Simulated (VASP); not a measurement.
## AlGaN2: relaxation of cell and atoms with PBEsol

Crystal: AlGaN2.

```
Ga Al N
1.0
     3.16689    0.00000    0.00000
    -1.58345    2.74261    0.00000
     0.00000    0.00000    5.07838
Ga Al N
1 1 2
Direct
  0.66667 0.33333 0.49929
  0.33333 0.66667 0.99929
  0.66667 0.33333 0.88071
  0.33333 0.66667 0.38071
```

The cell comes from a database or a generator and needn't be the stable form of this composition.

```yaml
Program: VASP 6.6.1
Task: relaxation of cell and atoms
Functional: PBEsol
Potentials_or_basis: VASP PAW PBE potentials, release 64 (Ga_d, Al, N)
Cutoff: 600 eV
k_mesh: 9 × 9 × 5
Occupations: gaussian, width 0.02 eV
Spin: no spin polarisation
Further_INCAR_settings: ALGO = Normal; EDIFF = 1e-06; IBRION = 2; EDIFFG = -0.01; NSW = 40; ISIF = 3
```

The relaxed volume is 10.91 Å³/atom. The relaxed cell is a = 3.145 Å, b = 3.145 Å, c = 5.094 Å, α = 90.00°, β = 90.00°, γ = 120.00° and the space group after relaxing (to 0.05 Å) is P3m1 (No. 156). The energy gained by relaxing is 9.7 meV/atom, the ionic steps are 11 and the pressure after relaxing is 0.1 GPa. The largest force after relaxing is 0.009 eV/Å. The band gap on the k mesh is 2.85 eV, direct.

Forces in eV/Å, atoms in the order of the input:
```
Ga   0.000  0.000  0.000
Al   0.000  0.000 -0.009
N    0.000  0.000  0.003
N    0.000  0.000  0.006
```

The path:
| step | energy change (eV) | largest force (eV/Å) | pressure (GPa) | volume (Å³) |
| --- | --- | --- | --- | --- |
| 1 | 0.0000 | 0.9364 | -1.88 | 44.11 |
| 2 | -0.0355 | 0.1962 | 1.65 | 43.29 |
| 3 | -0.0370 | 0.1055 | 0.97 | 43.43 |
| 4 | -0.0380 | 0.0620 | -0.68 | 43.79 |
| 5 | -0.0383 | 0.0512 | -0.10 | 43.68 |
| 6 | -0.0383 | 0.0523 | -0.27 | 43.69 |
| 7 | -0.0383 | 0.0540 | -0.15 | 43.68 |
| 8 | -0.0386 | 0.0200 | -0.10 | 43.66 |
| 9 | -0.0386 | 0.0161 | -0.04 | 43.65 |
| 10 | -0.0386 | 0.0162 | -0.04 | 43.65 |
| 11 | -0.0386 | 0.0089 | 0.08 | 43.63 |

Final structure:
```yaml
crystal:
  lattice:
    - [3.14504, 0.00000, 0.00000]
    - [-1.57252, 2.72369, 0.00000]
    - [0.00000, 0.00000, 5.09353]
  atoms:
    - { symbol: Ga, position: [0.66667, 0.33333, 0.50183] }
    - { symbol: Al, position: [0.33333, 0.66667, 0.99962] }
    - { symbol: N, position: [0.66667, 0.33333, 0.88647] }
    - { symbol: N, position: [0.33333, 0.66667, 0.37208] }
```

Levels at points of the mesh, in eV from the valence-band top:
```csv
k point,band 11,band 12,band 13,band 14,band 15,band 16
"(0.00, 0.00, 0.00)",-0.11,0.00,0.00,2.85,5.47,9.64
```

Wall time 2.4 min on 1 thread of Intel(R) Xeon(R) 6975P-C (Granite Rapids), with other jobs on the host, peak memory 0.21 GiB.

Caveat: the PAW data sets were made with another functional, which shifts forces and pressure a little. PBEsol gaps usually lie below the measured ones, often by a third to a half.
